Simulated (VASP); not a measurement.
# TiS2 (P-3m1) in VASP: further runs

Runs on TiS2. Level: PBE+D3(BJ). Tasks: relaxation of cell and atoms.

All numbers are computed with VASP 6.6.1; they aren't measurements. Logs are shortened: lines on timing, memory, paths and dates and some standing lists are left out, and cuts for length are marked.

### Step 1. The structure

Symmetry: P-3m1, No. 164, trigonal system. Conventional cell: a = 3.393 Å, b = 3.393 Å, c = 5.760 Å, α = 90.00°, β = 90.00°, γ = 120.00°. Around Ti (site symmetry -3m) lie 6 S at 2.45 Å. S (site symmetry 3m) is surrounded by 3 Ti at 2.45 Å.

The cell was built by a generator and needn't be a form met in nature.

### Step 2. Relaxation of cell and atoms, PBE+D3(BJ)

The input, INCAR:

```
ALGO = Normal
EDIFF = 1E-6
EDIFFG = -0.01
ENCUT = 600
GGA = PE
IBRION = 2
ISIF = 3
ISMEAR = 1
IVDW = 12
LASPH = True
LCHARG = False
LREAL = False
LWAVE = False
NELM = 80
NSW = 90
PREC = Accurate
SIGMA = 0.1
```

The input, KPOINTS:

```
k-points
0
Gamma
  12 12 7
```

The input, POSCAR:

```
TiS2
1.0
    3.3925619100      0.0000000000      0.0000000000
   -1.6962809600      2.9380448000      0.0000000000
    0.0000000000      0.0000000000      5.7604473200
Ti S
1 2
Direct
    0.0000000000      0.0000000000      0.0000000000
    0.3333333300      0.6666666700      0.2552000000
    0.6666666700      0.3333333300      0.7448000000
```

Potentials or basis: VASP PAW PBE potentials, release 64 (Ti_sv, S).

Run with:

```sh
> cat potpaw_PBE.64/Ti_sv/POTCAR potpaw_PBE.64/S/POTCAR > POTCAR
> mpirun -np 1 vasp_std > vasp.out
```

OUTCAR:

```text
EDIFF = 1E-6
   EDIFFG = -0.01
   ENCUT = 600
   GGA = PE
   IBRION = 2
   ISIF = 3
   ISMEAR = 1
   IVDW = 12
   LASPH = True
   LREAL = False
   NELM = 80
   NSW = 90
   PREC = Accurate
 IVDW          = 12

 ion  position               nearest neighbor table
   1  0.000  0.000  0.000-   2 2.45   3 2.45   3 2.45   2 2.45   3 2.45   2 2.45
   2  0.333  0.667  0.255-   1 2.45   1 2.45   1 2.45
   3  0.667  0.333  0.745-   1 2.45   1 2.45   1 2.45

  LATTYP: Found a hexagonal cell.
 ALAT       =     3.3925619100
 C/A-ratio  =     1.6979638022

  Lattice vectors:

 A1 = (   3.3925619100,   0.0000000000,   0.0000000000)
 A2 = (  -1.6962809600,   2.9380448000,   0.0000000000)
 A3 = (   0.0000000000,   0.0000000000,   5.7604473200)

Analysis of symmetry for initial positions (statically):
=====================================================================
 Subroutine PRICEL returns:
 Original cell was already a primitive cell.

 Routine SETGRP: Setting up the symmetry group for a
 hexagonal supercell.

 Subroutine GETGRP returns: Found 12 space group operations
 (whereof 12 operations were pure point group operations)
 out of a pool of 24 trial point group operations.

The static configuration has the point symmetry D_3d.

Analysis of symmetry for dynamics (positions and initial velocities):
=====================================================================
 Subroutine PRICEL returns:
 Original cell was already a primitive cell.

 Routine SETGRP: Setting up the symmetry group for a
 hexagonal supercell.

 Subroutine GETGRP returns: Found 12 space group operations
 (whereof 12 operations were pure point group operations)
 out of a pool of 24 trial point group operations.

The dynamic configuration has the point symmetry D_3d.

 Subroutine INISYM returns: Found 12 space group operations
 (whereof 12 operations are pure point group operations),
 and found     1 'primitive' translations

----------------------------------------------------------------------------------------

                                     Primitive cell

  volume of cell :      57.4173

  direct lattice vectors                    reciprocal lattice vectors
     3.392561910  0.000000000  0.000000000     0.294762491  0.170181204  0.000000000
    -1.696280960  2.938044800  0.000000000     0.000000000  0.340362407  0.000000000
     0.000000000  0.000000000  5.760447320     0.000000000  0.000000000  0.173597630

  length of vectors
     3.392561910  3.392561914  5.760447320     0.340362407  0.340362407  0.173597630

  position of ions in fractional coordinates (direct lattice)
     0.000000000  0.000000000  0.000000000
     0.333333330  0.666666670  0.255200000
     0.666666670  0.333333330  0.744800000

  ion indices of the primitive-cell ions
   primitive index   ion index
                 1           1
                 2           2
                 3           3

----------------------------------------------------------------------------------------

 KPOINTS: k-points

Automatic generation of k-mesh.
 Grid dimensions read from file:
 generate k-points for:   12   12    7

 Generating k-lattice:

  Cartesian coordinates                     Fractional coordinates (reciprocal lattice)
     0.024563541  0.014181767  0.000000000     0.083333333  0.000000000  0.000000000
     0.000000000  0.028363534  0.000000000     0.000000000  0.083333333  0.000000000
     0.000000000  0.000000000  0.024799661     0.000000000  0.000000000  0.142857143

  Length of vectors
     0.028363534  0.028363534  0.024799661

  Shift w.r.t. Gamma in fractional coordinates (k-lattice)
     0.000000000  0.000000000  0.000000000

 Subroutine IBZKPT returns following result:
 ===========================================

 Found    112 irreducible k-points:

 Following reciprocal coordinates:
            Coordinates               Weight
  0.000000  0.000000  0.000000      1.000000
  0.083333  0.000000  0.000000      6.000000
  0.166667  0.000000  0.000000      6.000000
  0.250000  0.000000  0.000000      6.000000
  0.333333  0.000000  0.000000      6.000000
  0.416667  0.000000  0.000000      6.000000
[... 16 lines left out ...]
  0.166667  0.000000  0.142857      6.000000
  0.000000  0.166667  0.142857      6.000000
 [... further k-points ...]
   k-points           NKPTS =    112   k-points in BZ     NKDIM =    112   number of bands    NBANDS=     16
   number of dos      NEDOS =    301   number of ions     NIONS =      3
   total plane-waves  NPLWV =  37632
   dimension x,y,z NGX =    28 NGY =   28 NGZ =   48
   dimension x,y,z NGXF=    56 NGYF=   56 NGZF=   96
   ions per type =               1   2
   NGX,Y,Z   is equivalent  to a cutoff of  13.72, 13.72, 13.85 a.u.
   NGXF,Y,Z  is equivalent  to a cutoff of  27.44, 27.44, 27.71 a.u.
 SYSTEM =  unknown system
   PREC   = accura    normal or accurate (medium, high low for compatibility)
   ISTART =      0    job   : 0-new  1-cont  2-samecut
   ICHARG =      2    charge: 1-file 2-atom 10-const
   ISPIN  =      1    spin polarized calculation?
   LNONCOLLINEAR =      F non collinear calculations
   LSORBIT =      F    spin-orbit coupling
   LASPH  =      T    aspherical Exc in radial PAW
   ENCUT  =  600.0 eV  44.10 Ry    6.64 a.u.   6.78  6.78 11.51*2*pi/ulx,y,z
   NELM   =     80;   NELMIN=  2; NELMDL= -5     # of ELM steps
   EDIFF  = 0.1E-05   stopping-criterion for ELM
   LREAL  =      F    real-space projection
   EDIFFG = -.1E-01   stopping-criterion for IOM
   NSW    =     90    number of steps for IOM
   IBRION =      2    ionic relax: 0-MD 1-quasi-New 2-CG
   NFREE  =      1    steps in history (QN), initial steepest desc. (CG)
   ISIF   =      3    stress and relaxation
   ISYM   =      2    0-nonsym 1-usesym 2-fastsym
   POTIM  = 0.5000    time-step for ionic-motion
   TEBEG  =    0.0;   TEEND  =   0.0 temperature during run
   PSTRESS=    0.0 pullay stress
   NELECT =      24.0000    total number of electrons
   NUPDOWN=      -1.0000    fix difference up-down
   EMIN   =  10.00;   EMAX   =-10.00  energy-range for DOS
   EFERMI =   0.00;   METHOD = LEGACY
   ISMEAR =     1;   SIGMA  =   0.10  broadening in eV -4-tet -1-fermi 0-gaus
   EFERMI_NEDOS =   21; number of points for ismear=-14 and -15
   IALGO  =     38    algorithm
   IMIX   =      4    mixing-type and parameters
     AMIX     =   0.40;   BMIX     =  1.00
     AMIX_MAG =   1.60;   BMIX_MAG =  1.00
  volume/ion in A,a.u.               =      19.14       129.16
  Fermi-wavevector in a.u.,A,eV,Ry     =   1.224046  2.313112 20.385458  1.498289
  Thomas-Fermi vector in A             =   2.359135
   LORBIT       =      0    0 simple, 1 ext, 2 COOP (PROOUT), +10 PAW based schemes
   GGA     = PE    functional components
   LHFCALC =     F    Hartree Fock is set to
   AEXX    =    0.0000 exact exchange contribution
   IVDW    =    12    specifies the selected vdW correction
   LEPSILON=     F    determine dielectric tensor
   LRPA    =     F    only Hartree local field effects (RPA)
 conjugate gradient relaxation of ions
 non-spin polarized calculation
 Methfessel and Paxton  Order N= 1 SIGMA  =   0.10
  energy-cutoff  :      600.00
  volume of cell :       57.42
 maximum number of plane-waves:      1928
   NGX = 13   NGY = 13   NGZ = 23

--------------------------------------- Ionic step        1  -------------------------------------------

 number of electron      24.0000002 magnetization

 Free energy of the ion-electron system (eV)
  ---------------------------------------------------
  ext. energy  EPLUGINS =         0.00000000
  ---------------------------------------------------
  free energy    TOTEN  =       -19.90580313 eV

  energy without entropy =      -19.90596209  energy(sigma->0) =      -19.90585612

------------------------ aborting loop because EDIFF is reached ----------------------------------------

 Edisp (eV)   -1.15230

 E8    (eV) :    -0.4670

  FORCE on cell =-STRESS in cart. coord.  units (eV):
  Direction    XX          YY          ZZ          XY          YZ          ZX
  --------------------------------------------------------------------------------------
  -------------------------------------------------------------------------------------
  Total      -1.45813    -1.45813    -2.10578     0.00000     0.00000    -0.00000
  in kB     -40.68784   -40.68784   -58.75983     0.00000     0.00000    -0.00000
  external pressure =      -46.71 kB  Pullay stress =        0.00 kB
[... 100 lines left out ...]
  FREE ENERGIE OF THE ION-ELECTRON SYSTEM (eV)
  ---------------------------------------------------
  free  energy   TOTEN  =       -21.1020324203 eV

  energy  without entropy=      -21.1020775173  energy(sigma->0) =      -21.10204745

[... ionic steps 4 to 11 ...]

--------------------------------------- Ionic step       12  -------------------------------------------

 number of electron      24.0000001 magnetization

------------------------ aborting loop because EDIFF is reached ----------------------------------------

 Edisp (eV)   -1.23198

 E8    (eV) :    -0.4994
[... 71 lines left out ...]
  energy  without entropy=      -21.1074894217  energy(sigma->0) =      -21.10727340

--------------------------------------- Ionic step       14  -------------------------------------------

 number of electron      24.0000001 magnetization

 Free energy of the ion-electron system (eV)
  ---------------------------------------------------
  ext. energy  EPLUGINS =         0.00000000
  ---------------------------------------------------
  free energy    TOTEN  =       -19.87574388 eV

  energy without entropy =      -19.87606947  energy(sigma->0) =      -19.87585241

 E-fermi :   6.1707     XC(G=0): -10.4472

 val. band max:        6.1697574264   @ k =   0.0000   0.0000   0.2857
 cond. band min:       6.2247240470   @ k =   0.4167   0.0000   0.4286
 fundamental gap:      0.0549666206
 Fermi energy:         6.1706751909

 k-point     1 :       0.0000    0.0000    0.0000
  band No.  band energies     occupation
      1     -51.3789      2.00000
      2     -27.6138      2.00000
      3     -27.5628      2.00000
      4     -27.5628      2.00000
      5      -7.8698      2.00000
      6      -5.9628      2.00000
[... 8 lines left out ...]
     15       7.0385     -0.00000
     16       9.6305      0.00000
[... 420 lines left out ...]
  band No.  band energies     occupation
      1     -51.3752      2.00000
      2     -27.6064      2.00000
      3     -27.6010      2.00000
      4     -27.5715      2.00000
      5      -7.4748      2.00000
      6      -5.9913      2.00000
[... 8 lines left out ...]
     15       7.8150     -0.00000
     16       9.4345      0.00000

 [... further k-points ...]

------------------------ aborting loop because EDIFF is reached ----------------------------------------

 Edisp (eV)   -1.23144

 E8    (eV) :    -0.4992

  FORCE on cell =-STRESS in cart. coord.  units (eV):
  Direction    XX          YY          ZZ          XY          YZ          ZX
  --------------------------------------------------------------------------------------
  -------------------------------------------------------------------------------------
  Total      -0.00619    -0.00619    -0.00446     0.00000     0.00000     0.00000
  in kB      -0.18383    -0.18383    -0.13269     0.00000     0.00000     0.00000
  external pressure =       -0.17 kB  Pullay stress =        0.00 kB
[... 18 lines left out ...]
  FREE ENERGIE OF THE ION-ELECTRON SYSTEM (eV)
  ---------------------------------------------------
  free  energy   TOTEN  =       -21.1071864331 eV

  energy  without entropy=      -21.1075120264  energy(sigma->0) =      -21.10729496

 reached required accuracy - stopping structural energy minimisation
```

It took 14 min on 1 thread of Intel Xeon Platinum 8375C at 2.90GHz (Ice Lake), shared host; peak memory 0.3 GiB.

What came out:

```
Free energy                            : -21.1072 eV
Relaxed volume                         : 17.97 Å³/atom
Relaxed cell                           : a = 3.358 Å, b = 3.358 Å, c = 5.520 Å, α = 90.00°, β = 90.00°, γ = 120.00°
Space group after relaxing (to 0.05 Å) : P-3m1 (No. 164)
Energy gained by relaxing              : 16.4 meV/atom
Ionic steps                            : 14
Pressure after relaxing                : 0.0 GPa
Largest force after relaxing           : 0.007 eV/Å
Band gap on the k mesh                 : none (metal or under the smearing width)
Dispersion energy per atom             : -0.410 eV
```

Forces in eV/Å, atoms in the order of the input:
```
Ti   0.000  0.000  0.000
S    0.000  0.000 -0.007
S    0.000  0.000  0.007
```

The path:
```tsv
step	energy change (eV)	largest force (eV/Å)	pressure (GPa)	volume (Å³)
1	0.0000	0.5825	-4.67	57.42
2	0.0058	0.8164	5.70	52.90
3	-0.0439	0.0558	-0.09	55.16
4	-0.0439	0.0701	-0.01	55.11
5	-0.0449	0.0737	-0.03	55.03
6	-0.0469	0.0827	-0.11	54.79
7	-0.0459	0.0924	-0.19	54.30
8	-0.0473	0.0898	-0.11	54.62
9	-0.0482	0.0410	-0.26	54.46
10	-0.0488	0.0409	-0.46	54.18
11	-0.0490	0.0086	0.08	53.78
12	-0.0491	0.0172	-0.05	53.88
13	-0.0491	0.0178	-0.06	53.89
14	-0.0491	0.0069	-0.02	53.91
```

Final structure:
```
Ti S
1.0
     3.35789    0.00000    0.00000
    -1.67895    2.90802    0.00000
     0.00000    0.00000    5.52045
Ti S
1 2
Direct
  0.00000 0.00000 0.00000
  0.33333 0.66667 0.25904
  0.66667 0.33333 0.74096
```

Levels at points of the mesh, in eV from the Fermi level:
```
           k point  band 10  band 11  band 12  band 13  band 14  band 15
(0.00, 0.00, 0.00)     0.16     0.16     0.16     0.54     0.54     0.87
(0.50, 0.00, 0.00)    -2.91    -2.64    -1.65     0.18     1.65     2.10
```

Caveat: pairwise dispersion overbinds metals, which lowers pressure and volume.

### Step 3. Relaxation of cell and atoms, PBE+D3(BJ)

This run uses another cell than the first one, of 17.97 Å³/atom, 0.939 times its volume.

INCAR, as its differences from that of step 2:

```diff
@@ -1,4 +1,4 @@
 ALGO = Normal
-EDIFF = 1E-6
-EDIFFG = -0.01
+EDIFF = 1E-7
+EDIFFG = -0.005
 ENCUT = 600
```

KPOINTS is that of step 2.

The input, POSCAR:

```
TiS2                                    
1.0
    3.3578945569      0.0000000001      0.0000000000
   -1.6789472834      2.9080219915     -0.0000000000
   -0.0000000000     -0.0000000000      5.5204507421
  Ti              S             
     1     2
Direct
     0.0000000000000000    0.0000000000000000    0.0000000000000000
     0.3333333300000021    0.6666666699999979    0.2590401004404578
     0.6666666699999979    0.3333333300000021    0.7409598995595422
```

Potentials or basis: VASP PAW PBE potentials, release 64 (Ti_sv, S).

Run with:

```sh
> cat potpaw_PBE.64/Ti_sv/POTCAR potpaw_PBE.64/S/POTCAR > POTCAR
> mpirun -np 1 vasp_std > vasp.out
```

It took 3.7 min on 1 thread of Intel Xeon Platinum 8375C at 2.90GHz (Ice Lake), shared host; peak memory 0.28 GiB.

Results (log left out):

```yaml
Free_energy: -21.1066 eV
Relaxed_volume: 17.96 Å³/atom
Relaxed_cell: a = 3.358 Å, b = 3.358 Å, c = 5.520 Å, α = 90.00°, β = 90.00°, γ = 120.00°
Space_group_after_relaxing_to_0.05_Å: P-3m1 (No. 164)
Energy_gained_by_relaxing: 0.0 meV/atom
Ionic_steps: 3
Pressure_after_relaxing: 0.0 GPa
Band_gap_on_the_k_mesh: none (metal or under the smearing width)
Dispersion_energy_per_atom: -0.411 eV
```

Final structure:
```yaml
crystal:
  lattice:
    - [3.35759, 0.00000, 0.00000]
    - [-1.67880, 2.90776, 0.00000]
    - [0.00000, 0.00000, 5.52000]
  atoms:
    - { symbol: Ti, position: [0.00000, 0.00000, 0.00000] }
    - { symbol: S, position: [0.33333, 0.66667, 0.25901] }
    - { symbol: S, position: [0.66667, 0.33333, 0.74099] }
```

Levels at points of the mesh, in eV from the Fermi level:
```
           k point  band 10  band 11  band 12  band 13  band 14  band 15
(0.00, 0.00, 0.00)     0.16     0.16     0.16     0.54     0.54     0.87
(0.50, 0.00, 0.00)    -2.91    -2.64    -1.65     0.18     1.65     2.10
```

Caveat: pairwise dispersion overbinds metals, which lowers pressure and volume.
